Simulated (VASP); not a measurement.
# SrO (F-43m) in VASP: a series of runs

One crystal, SrO, is run at these levels: PBE; tasks: single point.

Everything below comes from runs of VASP 6.6.1. Logs are shortened: lines on timing, memory, paths and dates and some standing lists are left out, and cuts for length are marked.

### Step 1. Starting point

The structure is cubic, space group F-43m (No. 216). Conventional cell: a = 5.585 Å, b = 5.585 Å, c = 5.585 Å, α = 90.00°, β = 90.00°, γ = 90.00°. Sr (site symmetry -43m) has 4 O at 2.42 Å as nearest neighbours. Around O (site symmetry -43m) lie 4 Sr at 2.42 Å.

The cell was built by a generator and needn't be a form met in nature.

### Step 2. Single point, PBE

INCAR

```
  ALGO = Fast
  EDIFF = 1E-6
  ENCUT = 520
  GGA = PE
  ISIF = 2
  ISMEAR = 0
  LASPH = True
  LCHARG = True
  LELF = True
  LREAL = False
  LVHAR = True
  LWAVE = False
  NBANDS = 15
  NELM = 100
  PREC = Accurate
  SIGMA = 0.01
```

KPOINTS

```
k-points
0
Gamma
  6 6 6
```

POSCAR

```
SrO
1.0
    0.0000000000      2.7922805169      2.7922805169
    2.7922805169      0.0000000000      2.7922805169
    2.7922805169      2.7922805169      0.0000000000
Sr O
1 1
Direct
    0.0000000000      0.0000000000      0.0000000000
    0.2500000000      0.2500000000      0.2500000000
```

Potentials or basis: VASP PAW PBE potentials, release 64 (Sr_sv, O).

Started as:

```
cat potpaw_PBE.64/Sr_sv/POTCAR potpaw_PBE.64/O/POTCAR > POTCAR
mpirun -np 1 vasp_std > vasp.out
```

OUTCAR:

```text
EDIFF = 1E-6
   ENCUT = 520
   GGA = PE
   ISIF = 2
   ISMEAR = 0
   LASPH = True
   LREAL = False
   NELM = 100
   PREC = Accurate

 ion  position               nearest neighbor table
   1  0.000  0.000  0.000-   2 2.42   2 2.42   2 2.42   2 2.42
   2  0.250  0.250  0.250-   1 2.42   1 2.42   1 2.42   1 2.42

  LATTYP: Found a face centered cubic cell.
 ALAT       =     5.5845610338

  Lattice vectors:

 A1 = (   0.0000000000,   2.7922805169,   2.7922805169)
 A2 = (   2.7922805169,   0.0000000000,   2.7922805169)
 A3 = (   2.7922805169,   2.7922805169,   0.0000000000)

Analysis of symmetry for initial positions (statically):
=====================================================================
 Subroutine PRICEL returns:
 Original cell was already a primitive cell.

 Routine SETGRP: Setting up the symmetry group for a
 face centered cubic supercell.

 Subroutine GETGRP returns: Found 24 space group operations
 (whereof 24 operations were pure point group operations)
 out of a pool of 48 trial point group operations.

The static configuration has the point symmetry T_d .

Analysis of symmetry for dynamics (positions and initial velocities):
=====================================================================
 Subroutine PRICEL returns:
 Original cell was already a primitive cell.

 Routine SETGRP: Setting up the symmetry group for a
 face centered cubic supercell.

 Subroutine GETGRP returns: Found 24 space group operations
 (whereof 24 operations were pure point group operations)
 out of a pool of 48 trial point group operations.

The dynamic configuration has the point symmetry T_d .

 Subroutine INISYM returns: Found 24 space group operations
 (whereof 24 operations are pure point group operations),
 and found     1 'primitive' translations

----------------------------------------------------------------------------------------

                                     Primitive cell

  volume of cell :      43.5419

  direct lattice vectors                    reciprocal lattice vectors
     0.000000000  2.792280517  2.792280517    -0.179065104  0.179065104  0.179065104
     2.792280517  0.000000000  2.792280517     0.179065104 -0.179065104  0.179065104
     2.792280517  2.792280517  0.000000000     0.179065104  0.179065104 -0.179065104

  length of vectors
     3.948880977  3.948880977  3.948880977     0.310149857  0.310149857  0.310149857

  position of ions in fractional coordinates (direct lattice)
     0.000000000  0.000000000  0.000000000
     0.250000000  0.250000000  0.250000000

  ion indices of the primitive-cell ions
   primitive index   ion index
                 1           1
                 2           2

----------------------------------------------------------------------------------------

 KPOINTS: k-points

Automatic generation of k-mesh.
 Grid dimensions read from file:
 generate k-points for:    6    6    6

 Generating k-lattice:

  Cartesian coordinates                     Fractional coordinates (reciprocal lattice)
    -0.029844184  0.029844184  0.029844184     0.166666667  0.000000000  0.000000000
     0.029844184 -0.029844184  0.029844184     0.000000000  0.166666667  0.000000000
     0.029844184  0.029844184 -0.029844184     0.000000000  0.000000000  0.166666667

  Length of vectors
     0.051691643  0.051691643  0.051691643

  Shift w.r.t. Gamma in fractional coordinates (k-lattice)
     0.000000000  0.000000000  0.000000000

 Subroutine IBZKPT returns following result:
 ===========================================

 Found     16 irreducible k-points:

 Following reciprocal coordinates:
            Coordinates               Weight
  0.000000  0.000000  0.000000      1.000000
  0.166667  0.000000  0.000000      8.000000
  0.333333  0.000000  0.000000      8.000000
  0.500000  0.000000  0.000000      4.000000
  0.166667  0.166667  0.000000      6.000000
  0.333333  0.166667  0.000000     24.000000
[... 8 lines left out ...]
 -0.333333  0.333333  0.166667     24.000000
 -0.333333  0.500000  0.166667     12.000000
   k-points           NKPTS =     16   k-points in BZ     NKDIM =     16   number of bands    NBANDS=     15
   number of dos      NEDOS =    301   number of ions     NIONS =      2
   total plane-waves  NPLWV =  27000
   dimension x,y,z NGX =    30 NGY =   30 NGZ =   30
   dimension x,y,z NGXF=    60 NGYF=   60 NGZF=   60
   ions per type =               1   1
   NGX,Y,Z   is equivalent  to a cutoff of  12.63, 12.63, 12.63 a.u.
   NGXF,Y,Z  is equivalent  to a cutoff of  25.26, 25.26, 25.26 a.u.
 SYSTEM =  unknown system
   PREC   = accura    normal or accurate (medium, high low for compatibility)
   ISTART =      0    job   : 0-new  1-cont  2-samecut
   ICHARG =      2    charge: 1-file 2-atom 10-const
   ISPIN  =      1    spin polarized calculation?
   LNONCOLLINEAR =      F non collinear calculations
   LSORBIT =      F    spin-orbit coupling
   LASPH  =      T    aspherical Exc in radial PAW
   ENCUT  =  520.0 eV  38.22 Ry    6.18 a.u.   7.34  7.34  7.34*2*pi/ulx,y,z
   NELM   =    100;   NELMIN=  2; NELMDL= -5     # of ELM steps
   EDIFF  = 0.1E-05   stopping-criterion for ELM
   LREAL  =      F    real-space projection
   EDIFFG = 0.1E-04   stopping-criterion for IOM
   NSW    =      0    number of steps for IOM
   IBRION =     -1    ionic relax: 0-MD 1-quasi-New 2-CG
   NFREE  =      0    steps in history (QN), initial steepest desc. (CG)
   ISIF   =      2    stress and relaxation
   ISYM   =      2    0-nonsym 1-usesym 2-fastsym
   POTIM  = 0.5000    time-step for ionic-motion
   TEBEG  =    0.0;   TEEND  =   0.0 temperature during run
   PSTRESS=    0.0 pullay stress
   NELECT =      16.0000    total number of electrons
   NUPDOWN=      -1.0000    fix difference up-down
   EMIN   =  10.00;   EMAX   =-10.00  energy-range for DOS
   EFERMI =   0.00;   METHOD = LEGACY
   ISMEAR =     0;   SIGMA  =   0.01  broadening in eV -4-tet -1-fermi 0-gaus
   EFERMI_NEDOS =   21; number of points for ismear=-14 and -15
   IALGO  =     68    algorithm
   IMIX   =      4    mixing-type and parameters
     AMIX     =   0.40;   BMIX     =  1.00
     AMIX_MAG =   1.60;   BMIX_MAG =  1.00
  volume/ion in A,a.u.               =      21.77       146.92
  Fermi-wavevector in a.u.,A,eV,Ry     =   1.172589  2.215872 18.707531  1.374965
  Thomas-Fermi vector in A             =   2.309015
   LORBIT       =      0    0 simple, 1 ext, 2 COOP (PROOUT), +10 PAW based schemes
   GGA     = PE    functional components
   LHFCALC =     F    Hartree Fock is set to
   AEXX    =    0.0000 exact exchange contribution
   IVDW    =     0    specifies the selected vdW correction
   LEPSILON=     F    determine dielectric tensor
   LRPA    =     F    only Hartree local field effects (RPA)
 non-spin polarized calculation
 RMM-DIIS sequential band-by-band and
 Gauss-broadening in eV      SIGMA  =   0.01
  energy-cutoff  :      520.00
  volume of cell :       43.54
 maximum number of plane-waves:      1211
 NGX is ok and might be reduce to    30
   NGX = 15   NGY = 15   NGZ = 15

 number of electron      16.0000001 magnetization

 Free energy of the ion-electron system (eV)
  ---------------------------------------------------
  ext. energy  EPLUGINS =         0.00000000
  ---------------------------------------------------
  free energy    TOTEN  =       -11.76132713 eV

  energy without entropy =      -11.76132713  energy(sigma->0) =      -11.76132713

 E-fermi :   0.3366     XC(G=0):  -8.6262

 val. band max:        0.2888078816   @ k =  -0.3333   0.5000   0.1667
 cond. band min:       2.8105398802   @ k =   0.0000   0.0000   0.0000
 fundamental gap:      2.5217319986
 Fermi energy:         0.3365976042

 k-point     1 :       0.0000    0.0000    0.0000
  band No.  band energies     occupation
      1     -31.9355      2.00000
      2     -14.4855      2.00000
      3     -13.8226      2.00000
      4     -13.8226      2.00000
      5     -13.8226      2.00000
      6      -0.5561      2.00000
      7      -0.5561      2.00000
      8      -0.5561      2.00000
      9       2.8105      0.00000
     10       8.3307      0.00000
     11       8.3307      0.00000
     12       9.6647      0.00000
     13       9.6647      0.00000
     14       9.6647      0.00000
     15      15.4190      0.00000

 k-point     2 :       0.1667    0.0000    0.0000
  band No.  band energies     occupation
      1     -31.9204      2.00000
      2     -15.0127      2.00000
      3     -13.8445      2.00000
      4     -13.8445      2.00000
      5     -13.3537      2.00000
      6      -0.6938      2.00000
      7      -0.4674      2.00000
      8      -0.4674      2.00000
      9       3.6571      0.00000
     10       7.8910      0.00000
     11       7.8910      0.00000
     12       9.1123      0.00000
     13      10.1945      0.00000
     14      10.1945      0.00000
     15      13.3822      0.00000

 k-point     3 :       0.3333    0.0000    0.0000
  band No.  band energies     occupation
      1     -31.8902      2.00000
      2     -15.5807      2.00000
      3     -13.8879      2.00000
      4     -13.8879      2.00000
      5     -12.9190      2.00000
      6      -0.6079      2.00000
      7      -0.3091      2.00000
      8      -0.3091      2.00000
      9       5.0219      0.00000
     10       7.7331      0.00000
     11       7.7331      0.00000
     12       8.1229      0.00000
     13      10.3876      0.00000
     14      10.3876      0.00000
     15      12.0945      0.00000

 k-point     4 :       0.5000    0.0000    0.0000
  band No.  band energies     occupation
      1     -31.8749      2.00000
      2     -15.7955      2.00000
      3     -13.9092      2.00000
      4     -13.9092      2.00000
      5     -12.7786      2.00000
      6      -0.4264      2.00000
      7      -0.2409      2.00000
      8      -0.2409      2.00000
      9       5.5681      0.00000
     10       7.4319      0.00000
     11       7.8963      0.00000
     12       7.8963      0.00000
     13      10.1795      0.00000
     14      10.1795      0.00000
     15      12.6373      0.00000
[... 163 lines left out ...]
 k-point    14 :       0.5000    0.3333    0.1667
  band No.  band energies     occupation
      1     -31.8700      2.00000
      2     -15.7827      2.00000
      3     -14.0998      2.00000
      4     -13.9670      2.00000
      5     -12.5611      2.00000
      6      -0.7384      2.00000
      7      -0.1666      2.00000
      8       0.0375      2.00000
      9       5.2507      0.00000
     10       6.1677      0.00000
     11       8.5016      0.00000
     12       9.3650      0.00000
     13      10.4221      0.00000
     14      11.0363      0.00000
     15      13.0153      0.00000

 k-point    15 :      -0.3333    0.3333    0.1667
  band No.  band energies     occupation
      1     -31.8599      2.00000
      2     -15.8808      2.00000
      3     -14.1710      2.00000
      4     -13.9996      2.00000
      5     -12.4325      2.00000
      6      -0.3966      2.00000
      7      -0.3745      2.00000
      8       0.1548      2.00000
      9       5.0221      0.00000
     10       6.2293      0.00000
     11       8.3608      0.00000
     12       9.9496      0.00000
     13      10.3369      0.00000
     14      11.4765      0.00000
     15      12.8528      0.00000

 k-point    16 :      -0.3333    0.5000    0.1667
  band No.  band energies     occupation
      1     -31.8549      2.00000
      2     -15.9327      2.00000
      3     -14.1478      2.00000
      4     -14.0538      2.00000
      5     -12.3826      2.00000
      6      -0.7598      2.00000
      7      -0.0465      2.00000
      8       0.2888      2.00000
      9       4.8611      0.00000
     10       5.9827      0.00000
     11       9.0023      0.00000
     12       9.9254      0.00000
     13      11.0249      0.00000
     14      12.0593      0.00000
     15      12.7173      0.00000

------------------------ aborting loop because EDIFF is reached ----------------------------------------

  FORCE on cell =-STRESS in cart. coord.  units (eV):
  Direction    XX          YY          ZZ          XY          YZ          ZX
  --------------------------------------------------------------------------------------
  -------------------------------------------------------------------------------------
  Total        0.3874507      0.3874507      0.3874507     -0.0000000     -0.0000000     -0.0000000
  in kB       14.2567301     14.2567301     14.2567301     -0.0000000     -0.0000000     -0.0000000
  external PRESSURE =      14.2567301 kB  Pullay stress =       0.0000000 kB

 VOLUME and BASIS-vectors are now :
 -----------------------------------------------------------------------------
  energy-cutoff  :      520.00
  volume of cell :       43.54
      direct lattice vectors                 reciprocal lattice vectors
     0.000000000  2.792280517  2.792280517    -0.179065104  0.179065104  0.179065104
     2.792280517  0.000000000  2.792280517     0.179065104 -0.179065104  0.179065104
     2.792280517  2.792280517  0.000000000     0.179065104  0.179065104 -0.179065104

 POSITION                                       TOTAL-FORCE (eV/Angst)
 -----------------------------------------------------------------------------------
      0.00000      0.00000      0.00000         0.000000     -0.000000     -0.000000
      1.39614      1.39614      1.39614        -0.000000      0.000000      0.000000
 -----------------------------------------------------------------------------------
    total drift:                               -0.000000     -0.000000     -0.000000

  FREE ENERGIE OF THE ION-ELECTRON SYSTEM (eV)
  ---------------------------------------------------
  free  energy   TOTEN  =       -11.7613271346 eV

  energy  without entropy=      -11.7613271346  energy(sigma->0) =      -11.76132713
```

Wall time 19 s (1 thread of Intel Xeon Platinum 8559C (Emerald Rapids), shared host); peak memory 0.16 GiB.

Results:

* Free energy: -11.7613 eV
* Pressure: 1.4 GPa
* Band gap on the k mesh: 2.52 eV, indirect (least direct gap 3.37 eV)

A k mesh can miss the band edges.

### Step 3. Single point, PBE

INCAR

```
SYSTEM = SrO
PREC     = Accurate       ! precision mode
ENCUT    = 520            ! plane-wave cutoff, eV
EDIFF    = 1E-6           ! SCF threshold, eV
ISMEAR   = 0              ! smearing method
SIGMA    = 0.01           ! smearing width, eV
LREAL    = .False.        ! projectors in reciprocal space
LASPH    = .True.         ! aspherical terms in the spheres
NELM     = 100            ! most SCF steps
ALGO     = Normal         ! electronic algorithm
ISIF     = 2              ! what is computed and relaxed
LWAVE    = .False.        ! write WAVECAR
LCHARG   = .True.         ! write CHGCAR
GGA      = PE             ! functional
LELF     = .True.         ! ELF
LVHAR    = .True.       
NBANDS   = 15             ! bands
```

KPOINTS

```
Automatic mesh
0
Gamma
  6 6 6
  0 0 0
```

POSCAR is that of step 2.

Potentials or basis: VASP PAW PBE potentials, release 64 (Sr_sv, O).

Started as:

```
cat potpaw_PBE.64/Sr_sv/POTCAR potpaw_PBE.64/O/POTCAR > POTCAR
mpirun -np 1 vasp_std > vasp.out
```

It used 8.5 s of CPU time on 1 thread of Intel(R) Xeon(R) Platinum 8559C (Emerald Rapids) (shared host), which was overloaded at the time.

It converged, with:

- Free energy: -11.7613 eV
- Pressure: 1.4 GPa
- Band gap on the k mesh: 2.53 eV, indirect (least direct gap 3.37 eV)

Levels at points of the mesh, in eV from the valence-band top:
| k point | band 6 | band 7 | band 8 | band 9 | band 10 | band 11 |
| --- | --- | --- | --- | --- | --- | --- |
| (0.00, 0.00, 0.00) | -0.84 | -0.84 | -0.84 | 2.53 | 8.05 | 8.05 |
| (0.50, 0.00, 0.00) | -0.71 | -0.53 | -0.53 | 5.28 | 7.15 | 7.61 |
| (0.50, 0.50, 0.00) | -1.42 | -0.01 | -0.01 | 4.57 | 5.74 | 9.63 |

A k mesh can miss the band edges.
